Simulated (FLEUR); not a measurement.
## NiO: equation of state with r2SCAN

Crystal: NiO.

```xyz
2
Lattice="0.0000 2.0859 2.0859 2.0859 0.0000 2.0859 2.0859 2.0859 0.0000" Properties=species:S:1:pos:R:3 pbc="T T T"
Ni    0.0000    0.0000    0.0000
O     2.0859    2.0859    2.0859
```

* Program: FLEUR MaX-R8.1 (later development tree)
* Task: equation of state
* Functional: r2SCAN
* Potentials or basis: all-electron
* Basis: FLAPW
* Kmax: 4.88 1/bohr
* k mesh: 11 × 11 × 11
* Occupations: fermi-dirac, width 0.05 eV
* Spin: collinear spin, program default start

```json
{
 "Equilibrium volume": "9.18 Å³/atom",
 "Bulk modulus": "216 GPa"
}
```

Energy against volume, from the lowest point:
```tsv
volume (Å³/atom)	energy (meV/atom)
8.531	34.60
8.713	16.88
9.076	0.00
9.439	4.07
9.620	12.38
```

Caveat: the meta-GGA is that of a development version, with a GGA for the radial functions and cores and without core tails. Zero-point motion and thermal expansion aren't in these numbers.
